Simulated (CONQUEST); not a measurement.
# Bi (P-1) in CONQUEST: convergence with smearing width

Aim: find how far smearing width must go before the results for Bi settle, at LDA. This setting moves, with any that are tied to it; all else stays.

All numbers are computed with CONQUEST 1.3; they aren't measurements. Logs are shortened: lines on timing, memory, paths and dates and some standing lists are left out, and cuts for length are marked.

## (1) The cell of the first run

The typed cell holds 2 atoms: a = 3.963 Å, b = 3.963 Å, c = 3.963 Å, α = 90.00°, β = 90.00°, γ = 90.00°.

This isn't the form of Bi at room conditions, which is rhombohedral.

The cell isn't the ideal one: atoms moved at random.

## (2) With smearing width 0.4 eV

The input, Conquest_input:

```
IO.Title Bi
IO.Coordinates coords.dat
IO.FractionalAtomicCoords T
IO.Iprint 2
IO.Iprint_init 1
General.NumberOfSpecies 1
General.PseudopotentialType hamann
AtomMove.TypeOfRun static
AtomMove.FullStress T
Grid.GridCutoff 120
DM.SolutionMethod diagon
Diag.MPMesh T
Diag.GammaCentred T
Diag.MPMeshX 7
Diag.MPMeshY 7
Diag.MPMeshZ 7
Diag.kT 0.01469973
minE.SCTolerance 1e-6
Diag.SmearingType 1
Diag.MPOrder 1
SC.MaxIters 100
IO.AtomChargeOutput T
%block ChemicalSpeciesLabel
1 208.980 Bi
%endblock
```

The input, coords.dat:

```
    7.4887220809     0.0000000000     0.0000000000
    0.0000000000     7.4887220809     0.0000000000
    0.0000000000     0.0000000000     7.4887220809
2
 -0.0034970000  -0.0053930000   0.0009340000 1 T T T
  0.4904320000   0.4906250000   0.4906000000 1 T T T
```

Potentials or basis: PseudoDojo NC LDA, DZP, grid cutoff 120 Ha.

The run is started by

```
$ OMP_NUM_THREADS=1 Conquest
```

Run time: 24 s. Hardware: 1 thread of AMD EPYC 7B13 (Zen 3), shared host; peak memory 0.42 GiB.

Results:

```
Free energy            : -4457.6471 eV
Pressure               : -1.7 GPa
Largest force          : 0.011 eV/Å
Band gap on the k mesh : none (metal or under the smearing width)
```

## (3) With smearing width 0.3 eV

Edit Conquest_input of step 2 so:

```diff
@@ -16,3 +16,3 @@
 Diag.MPMeshZ 7
-Diag.kT 0.01469973
+Diag.kT 0.01102480
 minE.SCTolerance 1e-6
```

coords.dat is that of step 2.

Potentials or basis: PseudoDojo NC LDA, DZP, grid cutoff 120 Ha.

The run is started by

```
$ OMP_NUM_THREADS=1 Conquest
```

Wall time 24 s (1 thread of AMD EPYC 7B13 (Zen 3), shared host); peak memory 0.43 GiB.

It converged, with:

```yaml
Free_energy: -4457.6485 eV
Pressure: -1.7 GPa
Largest_force: 0.006 eV/Å
Band_gap_on_the_k_mesh: none (metal or under the smearing width)
```

## (4) With smearing width 0.2 eV

Edit Conquest_input of step 3 so:

```diff
@@ -16,3 +16,3 @@
 Diag.MPMeshZ 7
-Diag.kT 0.01102480
+Diag.kT 0.00734986
 minE.SCTolerance 1e-6
```

coords.dat is that of step 3.

The run is started by

```
$ OMP_NUM_THREADS=1 Conquest
```

Run time: 24 s. Hardware: 1 thread of AMD EPYC 7B13 (Zen 3), shared host; peak memory 0.42 GiB.

It converged, with:

- Free energy: -4457.6510 eV
- Pressure: -1.9 GPa
- Largest force: 0.007 eV/Å
- Band gap on the k mesh: none (metal or under the smearing width)

## (5) With smearing width 0.1 eV

Edit Conquest_input of step 4 so:

```diff
@@ -16,3 +16,3 @@
 Diag.MPMeshZ 7
-Diag.kT 0.00734986
+Diag.kT 0.00367493
 minE.SCTolerance 1e-6
```

coords.dat is that of step 4.

The run is started by

```
$ OMP_NUM_THREADS=1 Conquest
```

Wall time 25 s (1 thread of AMD EPYC 7B13 (Zen 3), shared host); peak memory 0.43 GiB.

The run converged. Its results:

* Free energy: -4457.6539 eV
* Pressure: -1.9 GPa
* Largest force: 0.008 eV/Å
* Band gap on the k mesh: none (metal or under the smearing width)

## (6) With smearing width 0.05 eV

Edit Conquest_input of step 5 so:

```diff
@@ -16,3 +16,3 @@
 Diag.MPMeshZ 7
-Diag.kT 0.00367493
+Diag.kT 0.00183747
 minE.SCTolerance 1e-6
```

coords.dat is that of step 5.

Potentials or basis: PseudoDojo NC LDA, DZP, grid cutoff 120 Ha.

The run is started by

```
$ OMP_NUM_THREADS=1 Conquest
```

Run time: 25 s. Hardware: 1 thread of AMD EPYC 7B13 (Zen 3), shared host; peak memory 0.42 GiB.

The run converged. Its results:

| Property | Result |
| --- | --- |
| Free energy | -4457.6540 eV |
| Pressure | -1.9 GPa |
| Largest force | 0.009 eV/Å |
| Band gap on the k mesh | none (metal or under the smearing width) |

## (7) With smearing width 0.025 eV

Edit Conquest_input of step 6 so:

```diff
@@ -16,3 +16,3 @@
 Diag.MPMeshZ 7
-Diag.kT 0.00183747
+Diag.kT 0.00091873
 minE.SCTolerance 1e-6
```

coords.dat is that of step 6.

The run is started by

```
$ OMP_NUM_THREADS=1 Conquest
```

Wall time 25 s (1 thread of AMD EPYC 7B13 (Zen 3), shared host); peak memory 0.42 GiB.

The run converged. Its results:

```yaml
Free_energy: -4457.6541 eV
Pressure: -1.9 GPa
Largest_force: 0.008 eV/Å
Band_gap_on_the_k_mesh: none (metal or under the smearing width)
```

## (8) With smearing width 0.01 eV

Edit Conquest_input of step 7 so:

```diff
@@ -16,3 +16,3 @@
 Diag.MPMeshZ 7
-Diag.kT 0.00091873
+Diag.kT 0.00036749
 minE.SCTolerance 1e-6
```

coords.dat is that of step 7.

The run is started by

```
$ OMP_NUM_THREADS=1 Conquest
```

Run time: 27 s. Hardware: 1 thread of AMD EPYC 7B13 (Zen 3), shared host; peak memory 0.42 GiB.

It converged, with:

```
Free energy            : -4457.6540 eV
Pressure               : -1.9 GPa
Largest force          : 0.009 eV/Å
Band gap on the k mesh : none (metal or under the smearing width)
```

## (9) With smearing width 0.005 eV

Edit Conquest_input of step 8 so:

```diff
@@ -16,3 +16,3 @@
 Diag.MPMeshZ 7
-Diag.kT 0.00036749
+Diag.kT 0.00018375
 minE.SCTolerance 1e-6
```

coords.dat is that of step 8.

Potentials or basis: PseudoDojo NC LDA, DZP, grid cutoff 120 Ha.

The run is started by

```
$ OMP_NUM_THREADS=1 Conquest
```

Standard output:

```text
Simulation cell dimensions:     7.4887 a0 x     7.4887 a0 x     7.4887 a0

      Atomic coordinates (a0)
         Atom         X         Y         Z  Species
            1    7.4625    7.4483    0.0070        1
            2    3.6727    3.6742    3.6740        1

         Monkhorst-Pack mesh:   7 x   7 x   7 gamma-centred
        This calculation includes non-local pseudopotentials,
         with a maximum core radius of      7.36197103

    Job title: Bi
    Job to be run: static calculation

    Ground state search:
      Support functions represented with PAO basis
      1:1 PAO to SF mapping
      Non-spin-polarised electrons
      Solving for the K matrix using diagonalisation
      Using order  1 Methfessel-Paxton smearing

    Integration grid size:     40 x   40 x   40

    Integration grid spacing:  0.187 a0 x 0.187 a0 x 0.187 a0

    Number of species:  1
    --------------------------------------------------------
    |   #  mass (au)  Charge (e)  SF Rad (a0)  NSF  Label  |
    --------------------------------------------------------
    |   1    208.980      15.000        7.676   18  Bi     |
    --------------------------------------------------------
          SCF tolerance:                 0.00000100
          SCF iterations:               100

    LibXC version:  6. 2. 2
    Using the LDA functional Slater exchange
    Using the LDA functional Perdew & Wang

           radial cut-off to be used is taken to be max PAO cut-off radius for this species:    7.361971

           greatest ang. mom. for making density from PAOs:  2
    Minimum blocs/proc is     1000. Maximum blocs/proc is     1000
    set_atom_dens: In set_atomic_density, electrons :      30.000000000000
 matrix_size & matrix_size_padH =           36          36

    Screened ion int: energy:    -123.121942293146 Ha

    new_SC_potl: Starting.  Tolerance:  0.10000E-05

    PulayMixSC: Starting Pulay mixing, A_up =  0.500 A_dn =  0.500
    PulayMixSC: Spin non-polarised calculation.
          Harris-Foulkes Energy            :      -163.817973542184518 Ha
          GroundState Energy (kT --> 0)    :      -163.817973667033868 Ha
          Free Energy (E-TS)               :      -163.817973729458544 Ha
          DFT Total Energy                 :      -163.814735248560510 Ha
          Total number of electrons        :        30.000000000000213
    PulayMixSC: Pulay iteration     1 residual:              0.78154E-03
          Harris-Foulkes Energy            :      -163.815932363107891 Ha
          GroundState Energy (kT --> 0)    :      -163.815932597820478 Ha
          Free Energy (E-TS)               :      -163.815932715176757 Ha
          DFT Total Energy                 :      -163.815696362514871 Ha
          Total number of electrons        :        30.000025931117985
    PulayMixSC: Pulay iteration     2 residual:              0.24725E-03
          Harris-Foulkes Energy            :      -163.815765846984419 Ha
          GroundState Energy (kT --> 0)    :      -163.815766071618128 Ha
          Free Energy (E-TS)               :      -163.815766183934983 Ha
          DFT Total Energy                 :      -163.815762280776795 Ha
          Total number of electrons        :        30.000042341181594
    PulayMixSC: Pulay iteration     3 residual:              0.72162E-04
          Harris-Foulkes Energy            :      -163.815762818791711 Ha
          GroundState Energy (kT --> 0)    :      -163.815763060254369 Ha
          Free Energy (E-TS)               :      -163.815763180985698 Ha
          DFT Total Energy                 :      -163.815762811075899 Ha
          Total number of electrons        :        30.000048392412204
    PulayMixSC: Pulay iteration     4 residual:              0.21699E-05
          Harris-Foulkes Energy            :      -163.815763031557594 Ha
          GroundState Energy (kT --> 0)    :      -163.815763263775068 Ha
          Free Energy (E-TS)               :      -163.815763379883805 Ha
          DFT Total Energy                 :      -163.815763031052825 Ha
          Total number of electrons        :        30.000049442884986
    PulayMixSC: Pulay iteration     5 residual:              0.84958E-06
    PulayMixSC: Reached SCF tolerance of  0.84958E-06 after      5 iterations
      | Number of electrons      =        30.000049
      |* band energy as 2Tr[K.H] =       -23.420568577005984 Ha
      |  screened ion-ion energy =      -123.121942293146418 Ha
      |  Ha correction           =         0.483174071719830 Ha
      |  XC correction           =       -17.756425299971838 Ha
      | GS Energy with kT -> 0   =      -163.815763263775068 Ha
      | Free Energy as E-TS      =      -163.815763379883805 Ha
      |* Harris-Foulkes energy   =      -163.815763031557594 Ha
      |* DFT total energy        =      -163.815763031052825 Ha
      |  estimated accuracy      =        -0.000000000504770 Ha

    force: Forces on atoms (Ha/a0)
    force:  Atom   X              Y              Z
    force:     1   0.0000477018   0.0001124241   0.0001193488
    force:     2  -0.0000020653   0.0000140307  -0.0001320636

    force: Maximum force :        0.00013206(Ha/a0) on atom         2 in z direction
    force: Force Residual:        0.00015297 Ha/a0
    force: Total stress:          1.94009138    -0.06262419    -0.01294955 GPa
                            -0.06262419     1.80777753    -0.00282027
                            -0.01294955    -0.00282027     1.96506828
    force: Average pressure:     -1.90431240 GPa

    force: Finished force
    get_E_and_F: Change in energy during last step of electronic optimisation: -0.21277E-06

    BIBLIOGRAPHY: Please consider citing the following references in the conquest.bib file

    CONQUEST:         Bowler2002pt, Miyazaki2004, Nakata2020
    Basis:            Bowler2019
    DM:               Bowler:2006xr
    Pseudopotentials: Hamann2013, Bowler2019
    XC references from LibXC:
      P. A. M. Dirac.,  Math. Proc. Cambridge Philos. Soc. 26, 376 (1930)
```

It took 31 s on 1 thread of AMD EPYC 7B13 (Zen 3), shared host; peak memory 0.42 GiB.

Results:

```
Free energy            : -4457.6540 eV
Pressure               : -1.9 GPa
Largest force          : 0.009 eV/Å
Band gap on the k mesh : none (metal or under the smearing width)
```

## (10) The series at a glance

```tsv
smearing width	energy less the tightest run (meV/atom)	pressure (GPa)	largest force (eV/Å)	SCF cycles	CPU time (s)	peak memory (GiB)
0.4 eV	3.44	-1.73	0.011	5	24	0.42
0.3 eV	2.76	-1.75	0.006	5	24	0.43
0.2 eV	1.50	-1.86	0.007	5	24	0.42
0.1 eV	0.06	-1.91	0.008	5	25	0.43
0.05 eV	-0.02	-1.93	0.009	5	25	0.42
0.025 eV	-0.02	-1.91	0.008	5	25	0.42
0.01 eV	0.00	-1.91	0.009	5	27	0.42
0.005 eV	0.00	-1.90	0.009	5	30	0.42
```

Against the tightest run, the energy stays within 1 meV/atom from 0.1 eV on; the pressure stays within 0.1 GPa from 0.2 eV on; the largest force stays within 0.005 eV/Å from 0.4 eV on. Narrower smearing needs a denser k mesh, so at a fixed mesh the narrowest width isn't the most accurate. The tightest run that finished is the yardstick and may itself not be fully converged.

Caveats: spin-orbit coupling is left out, which moves the levels of the heavy elements; the basis of atomic orbitals isn't converged, which shifts pressures, moduli and gaps.
